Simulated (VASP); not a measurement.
# GaSb (F-43m) in VASP: notebook

Runs on GaSb. Level: PBE. Tasks: single point.

Everything below comes from runs of VASP 6.6.1. Logs are shortened: lines on timing, memory, paths and dates and some standing lists are left out, and cuts for length are marked.

## (1) The structure

The structure is cubic, space group F-43m (No. 216). The conventional cell has a = 6.118 Å, b = 6.118 Å, c = 6.118 Å, α = 90.00°, β = 90.00°, γ = 90.00°. Sb (site symmetry -43m) has 4 Ga at 2.65 Å as nearest neighbours. Ga (site symmetry -43m) is surrounded by 4 Sb at 2.65 Å.

## (2) Single point, PBE, spin-orbit coupling, no magnetisation

The input, INCAR:

```
SYSTEM = GaSb
  ALGO = Normal
  EDIFF = 1E-7
  ENCUT = 250
  GGA = PE
  GGA_COMPAT = .FALSE.
  ISIF = 2
  ISMEAR = 0
  LASPH = .TRUE.
  LCHARG = .FALSE.
  LNONCOLLINEAR = .TRUE.
  LORBIT = 11
  LREAL = .FALSE.
  LSORBIT = .TRUE.
  LWAVE = .FALSE.
  MAGMOM = 0 0 0 0 0 0
  NBANDS = 34
  NELM = 100
  PREC = Accurate
  SIGMA = 0.02
```

The input, KPOINTS:

```
k-points
0
G
  4 4 4
  0 0 0
```

The input, POSCAR:

```
GaSb
1.0
    0.0000000000      3.0590000000      3.0590000000
    3.0590000000      0.0000000000      3.0590000000
    3.0590000000      3.0590000000      0.0000000000
Sb Ga
1 1
Direct
    0.7500000000      0.7500000000      0.7500000000
    0.0000000000      0.0000000000      0.0000000000
```

Potentials or basis: VASP PAW PBE potentials, release 64 (Sb, Ga_d).

Command:

```sh
cat potpaw_PBE.64/Sb/POTCAR potpaw_PBE.64/Ga_d/POTCAR > POTCAR
mpirun -np 1 vasp_ncl > vasp.out
```

OUTCAR:

```text
SYSTEM = GaSb
   EDIFF = 1E-7
   ENCUT = 250
   GGA = PE
   ISIF = 2
   ISMEAR = 0
   LASPH = .TRUE.
   LNONCOLLINEAR = .TRUE.
   LORBIT = 11
   LREAL = .FALSE.
   LSORBIT = .TRUE.
   NELM = 100
   PREC = Accurate

 Found     10 irreducible k-points:

 Following reciprocal coordinates:
            Coordinates               Weight
  0.000000  0.000000  0.000000      1.000000
  0.250000  0.000000  0.000000      4.000000
 -0.250000  0.000000  0.000000      4.000000
  0.500000  0.000000  0.000000      4.000000
  0.250000  0.250000  0.000000      6.000000
  0.500000  0.250000  0.000000     12.000000
   k-points           NKPTS =     10   k-points in BZ     NKDIM =     10   number of bands    NBANDS=     34
   number of dos      NEDOS =    301   number of ions     NIONS =      2
   total plane-waves  NPLWV =  13824
   dimension x,y,z NGX =    24 NGY =   24 NGZ =   24
   dimension x,y,z NGXF=    48 NGYF=   48 NGZF=   48
   ions per type =               1   1
   NGX,Y,Z   is equivalent  to a cutoff of   9.22,  9.22,  9.22 a.u.
   NGXF,Y,Z  is equivalent  to a cutoff of  18.45, 18.45, 18.45 a.u.
 SYSTEM =  GaSb
   PREC   = accura    normal or accurate (medium, high low for compatibility)
   ISTART =      0    job   : 0-new  1-cont  2-samecut
   ICHARG =      2    charge: 1-file 2-atom 10-const
   ISPIN  =      1    spin polarized calculation?
   LNONCOLLINEAR =      T non collinear calculations
   LSORBIT =      T    spin-orbit coupling
   LASPH  =      T    aspherical Exc in radial PAW
   ENCUT  =  250.0 eV  18.37 Ry    4.29 a.u.   5.58  5.58  5.58*2*pi/ulx,y,z
   NELM   =    100;   NELMIN=  2; NELMDL= -5     # of ELM steps
   EDIFF  = 0.1E-06   stopping-criterion for ELM
   LREAL  =      F    real-space projection
   EDIFFG = 0.1E-05   stopping-criterion for IOM
   NSW    =      0    number of steps for IOM
   IBRION =     -1    ionic relax: 0-MD 1-quasi-New 2-CG
   NFREE  =      0    steps in history (QN), initial steepest desc. (CG)
   ISIF   =      2    stress and relaxation
   ISYM   =      2    0-nonsym 1-usesym 2-fastsym
   POTIM  = 0.5000    time-step for ionic-motion
   TEBEG  =    0.0;   TEEND  =   0.0 temperature during run
   PSTRESS=    0.0 pullay stress
   NELECT =      18.0000    total number of electrons
   NUPDOWN=      -1.0000    fix difference up-down
   EMIN   =  10.00;   EMAX   =-10.00  energy-range for DOS
   EFERMI =   0.00;   METHOD = LEGACY
   ISMEAR =     0;   SIGMA  =   0.02  broadening in eV -4-tet -1-fermi 0-gaus
   EFERMI_NEDOS =   21; number of points for ismear=-14 and -15
   IALGO  =     38    algorithm
   IMIX   =      4    mixing-type and parameters
     AMIX     =   0.40;   BMIX     =  1.00
     AMIX_MAG =   1.60;   BMIX_MAG =  1.00
  volume/ion in A,a.u.               =      28.62       193.17
  Fermi-wavevector in a.u.,A,eV,Ry     =   1.113208  2.103657 16.860766  1.239231
  Thomas-Fermi vector in A             =   2.249790
   LORBIT       =     11    0 simple, 1 ext, 2 COOP (PROOUT), +10 PAW based schemes
   GGA     = PE    functional components
   LHFCALC =     F    Hartree Fock is set to
   AEXX    =    0.0000 exact exchange contribution
   IVDW    =     0    specifies the selected vdW correction
   LEPSILON=     F    determine dielectric tensor
   LRPA    =     F    only Hartree local field effects (RPA)
 Gauss-broadening in eV      SIGMA  =   0.02
  energy-cutoff  :      250.00
  volume of cell :       57.25
 maximum number of plane-waves:      1062
 NGX is ok and might be reduce to    24
   NGX = 11   NGY = 11   NGZ = 11

 number of electron      18.0000016 magnetization      -0.0000000     -0.0000000      0.0000000

 number of electron      18.0000016 magnetization      -0.0000000      0.0000000      0.0000000

 number of electron      18.0000016 magnetization       0.0000000      0.0000000      0.0000000

 Free energy of the ion-electron system (eV)
  ---------------------------------------------------
  ext. energy  EPLUGINS =         0.00000000
  ---------------------------------------------------
  free energy    TOTEN  =        -7.21017807 eV

  energy without entropy =       -7.20982546  energy(sigma->0) =       -7.21000177

 E-fermi :   5.1319     XC(G=0):  -9.0579

 val. band max:        5.1319064157   @ k =   0.0000   0.0000   0.0000
 cond. band min:       5.1319070078   @ k =   0.0000   0.0000   0.0000
 fundamental gap:      0.0000005920
 Fermi energy:         5.1319067017

 k-point     1 :       0.0000    0.0000    0.0000
  band No.  band energies     occupation
      1     -10.4651      1.00000
      2     -10.4651      1.00000
      3     -10.4651      1.00000
      4     -10.4651      1.00000
      5     -10.0296      1.00000
      6     -10.0296      1.00000
[... 22 lines left out ...]
     29      13.4831      0.00000
     30      13.4831      0.00000

 k-point     2 :       0.2500    0.0000    0.0000
  band No.  band energies     occupation
      1     -10.4642      1.00000
      2     -10.4642      1.00000
      3     -10.4638      1.00000
      4     -10.4599      1.00000
      5     -10.0264      1.00000
      6     -10.0264      1.00000
[... 22 lines left out ...]
     29      12.4605      0.00000
     30      12.4605      0.00000

 k-point     3 :      -0.2500    0.0000    0.0000
  band No.  band energies     occupation
      1     -10.4642      1.00000
      2     -10.4642      1.00000
      3     -10.4638      1.00000
      4     -10.4599      1.00000
      5     -10.0264      1.00000
      6     -10.0264      1.00000
[... 22 lines left out ...]
     29      12.4606      0.00000
     30      12.4606      0.00000

 k-point     4 :       0.5000    0.0000    0.0000
  band No.  band energies     occupation
      1     -10.4619      1.00000
      2     -10.4619      1.00000
      3     -10.4568      1.00000
      4     -10.4568      1.00000
      5     -10.0204      1.00000
      6     -10.0204      1.00000
[... 22 lines left out ...]
     29      14.7714      0.00000
     30      14.7714      0.00000

 k-point     5 :       0.2500    0.2500    0.0000
  band No.  band energies     occupation
      1     -10.4661      1.00000
      2     -10.4661      1.00000
      3     -10.4528      1.00000
      4     -10.4528      1.00000
      5     -10.0249      1.00000
      6     -10.0249      1.00000
[... 22 lines left out ...]
     29      14.0034      0.00000
     30      14.0034      0.00000

 k-point     6 :       0.5000    0.2500    0.0000
  band No.  band energies     occupation
      1     -10.4786      1.00000
      2     -10.4665      1.00000
      3     -10.4551      1.00000
      4     -10.4492      1.00000
      5     -10.0406      1.00000
      6     -10.0159      1.00000
[... 22 lines left out ...]
     29      14.9384      0.00000
     30      14.9904      0.00000

 [... further k-points ...]

 [bands above 30 left out]

------------------------ aborting loop because EDIFF is reached ----------------------------------------

  FORCE on cell =-STRESS in cart. coord.  units (eV):
  Direction    XX          YY          ZZ          XY          YZ          ZX
  --------------------------------------------------------------------------------------
  -------------------------------------------------------------------------------------
  Total        0.2291140      0.2291140      0.2291140     -0.0000000      0.0000000      0.0000000
  in kB        6.4120044      6.4120044      6.4120044     -0.0000000      0.0000000      0.0000000
  external PRESSURE =       6.4120044 kB  Pullay stress =       0.0000000 kB

 VOLUME and BASIS-vectors are now :
 -----------------------------------------------------------------------------
  energy-cutoff  :      250.00
  volume of cell :       57.25
      direct lattice vectors                 reciprocal lattice vectors
     0.000000000  3.059000000  3.059000000    -0.163452109  0.163452109  0.163452109
     3.059000000  0.000000000  3.059000000     0.163452109 -0.163452109  0.163452109
     3.059000000  3.059000000  0.000000000     0.163452109  0.163452109 -0.163452109

 POSITION                                       TOTAL-FORCE (eV/Angst)
 -----------------------------------------------------------------------------------
      4.58850      4.58850      4.58850         0.000000      0.000000     -0.000000
      0.00000      0.00000      0.00000        -0.000000     -0.000000      0.000000
 -----------------------------------------------------------------------------------
    total drift:                                0.000001      0.000001      0.000001

  FREE ENERGIE OF THE ION-ELECTRON SYSTEM (eV)
  ---------------------------------------------------
  free  energy   TOTEN  =        -7.2101780747 eV

  energy  without entropy=       -7.2098254562  energy(sigma->0) =       -7.21000177

 Spin-Orbit-Coupling matrix elements

 Ion:    1  E_soc:     -0.1306215
 l=   1
     0.0000000    -0.0216204    -0.0216204
    -0.0216204     0.0000000    -0.0216204
    -0.0216204    -0.0216204     0.0000000
 l=   2
     0.0000000    -0.0000648     0.0000000    -0.0000648    -0.0000850
    -0.0000648     0.0000000    -0.0000638    -0.0000648    -0.0000213
     0.0000000    -0.0000638     0.0000000    -0.0000638     0.0000000
    -0.0000648    -0.0000648    -0.0000638     0.0000000    -0.0000213
    -0.0000850    -0.0000213     0.0000000    -0.0000213     0.0000000
 l=   3
     0.0000000     0.0000000     0.0000000     0.0000000     0.0000000     0.0000000     0.0000000
     0.0000000     0.0000000     0.0000000     0.0000000     0.0000000     0.0000000     0.0000000
     0.0000000     0.0000000     0.0000000     0.0000000     0.0000000     0.0000000     0.0000000
     0.0000000     0.0000000     0.0000000     0.0000000     0.0000000     0.0000000     0.0000000
     0.0000000     0.0000000     0.0000000     0.0000000     0.0000000     0.0000000     0.0000000
     0.0000000     0.0000000     0.0000000     0.0000000     0.0000000     0.0000000     0.0000000
     0.0000000     0.0000000     0.0000000     0.0000000     0.0000000     0.0000000     0.0000000

 Ion:    2  E_soc:     -0.0115718
 l=   1
     0.0000000    -0.0011548    -0.0011548
    -0.0011548     0.0000000    -0.0011548
    -0.0011548    -0.0011548     0.0000000
 l=   2
     0.0000000    -0.0001368     0.0000000    -0.0001368    -0.0006370
    -0.0001368     0.0000000    -0.0004778    -0.0001368    -0.0001593
     0.0000000    -0.0004778     0.0000000    -0.0004778     0.0000000
    -0.0001368    -0.0001368    -0.0004778     0.0000000    -0.0001593
    -0.0006370    -0.0001593     0.0000000    -0.0001593     0.0000000
 l=   3
     0.0000000     0.0000000     0.0000000     0.0000000     0.0000000     0.0000000     0.0000000
     0.0000000     0.0000000     0.0000000     0.0000000     0.0000000     0.0000000     0.0000000
     0.0000000     0.0000000     0.0000000     0.0000000     0.0000000     0.0000000     0.0000000
     0.0000000     0.0000000     0.0000000     0.0000000     0.0000000     0.0000000     0.0000000
     0.0000000     0.0000000     0.0000000     0.0000000     0.0000000     0.0000000     0.0000000
     0.0000000     0.0000000     0.0000000     0.0000000     0.0000000     0.0000000     0.0000000
     0.0000000     0.0000000     0.0000000     0.0000000     0.0000000     0.0000000     0.0000000

 total charge

# of ion       s       p       d       tot
------------------------------------------
    1        1.121   1.365   0.026   2.513
    2        0.901   0.778   9.972  11.651
--------------------------------------------------
tot          2.022   2.144   9.998  14.164

 magnetization (x)

# of ion       s       p       d       tot
------------------------------------------
    1        0.000   0.000   0.000   0.000
    2        0.000   0.000   0.000   0.000
--------------------------------------------------
tot          0.000   0.000   0.000   0.000

 magnetization (y)

# of ion       s       p       d       tot
------------------------------------------
    1        0.000  -0.000   0.000  -0.000
    2       -0.000   0.000   0.000  -0.000
--------------------------------------------------
tot         -0.000   0.000   0.000  -0.000

 magnetization (z)

# of ion       s       p       d       tot
------------------------------------------
    1        0.000   0.000  -0.000   0.000
    2       -0.000   0.000  -0.000  -0.000
--------------------------------------------------
tot         -0.000   0.000  -0.000  -0.000
```

Run time: 9.4 s. Hardware: 1 thread of Intel Xeon 6975P-C (Granite Rapids), shared host; peak memory 0.19 GiB.

The run converged, but a check on its numbers failed (symmetry, net force, bounds or a known fault of this set-up), so they aren't taken as properties of the crystal.

Caveat: the k mesh is coarse (spacing up to 0.44 Å⁻¹), so the values aren't converged; the cutoff lies under the usual one of these potentials, so the numbers hold a large basis-set error.

(Continued in part 2 of 2.)
